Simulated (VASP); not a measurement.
Crystal: Se.

```
CELL_PARAMETERS angstrom
4.36620 0.00000 0.00000
-2.18310 3.78124 0.00000
0.00000 0.00000 4.95360
ATOMIC_POSITIONS crystal
Se 0.77460 0.77460 0.00000
Se 0.00000 0.22540 0.66667
Se 0.22540 0.00000 0.33333
```

| Property | Result |
| --- | --- |
| Program | VASP 6.6.1 |
| Task | single point |
| Functional | PBEsol |
| Potentials or basis | VASP PAW PBE potentials, release 64 (Se) |
| Cutoff | 520 eV |
| k mesh | 7 × 7 × 6 |
| Occupations | fermi-dirac, width 0.05 eV |
| Spin | no spin polarisation |

On this cell: pressure 0.4 GPa; largest force 0.333 eV/Å; band gap on the k mesh 1.14 eV, indirect (least direct gap 1.43 eV).

The same run follows on a disturbed copy (atoms moved at random, drawn with an rms of 0.05 Å):

```
Se
1.0
     4.36620    0.00000    0.00000
    -2.18310    3.78124    0.00000
     0.00000    0.00000    4.95360
Se
3
Direct
  0.77894 0.77804 0.00263
  0.00918 0.23606 0.65783
  0.22781 0.00178 0.32738
```

Task: What does the disturbed cell give?

Result: The energy moves by +3.9 meV/atom; pressure 0.1 GPa; largest force 0.588 eV/Å; band gap on the k mesh 0.85 eV, indirect (least direct gap 1.27 eV).

Forces on the atoms (eV/Å):
```
Se  -0.268 -0.151 -0.501
Se  -0.174  0.055  0.325
Se   0.442  0.096  0.176
```

Stress tensor (GPa, compression positive):
```
 0.25  0.25  0.50
 0.25 -0.98  1.33
 0.50  1.33  1.17
```

Caveats: the PAW data sets were made with another functional, which shifts forces and pressure a little; an odd mesh through Γ misses points on the zone boundary, where band edges often lie.
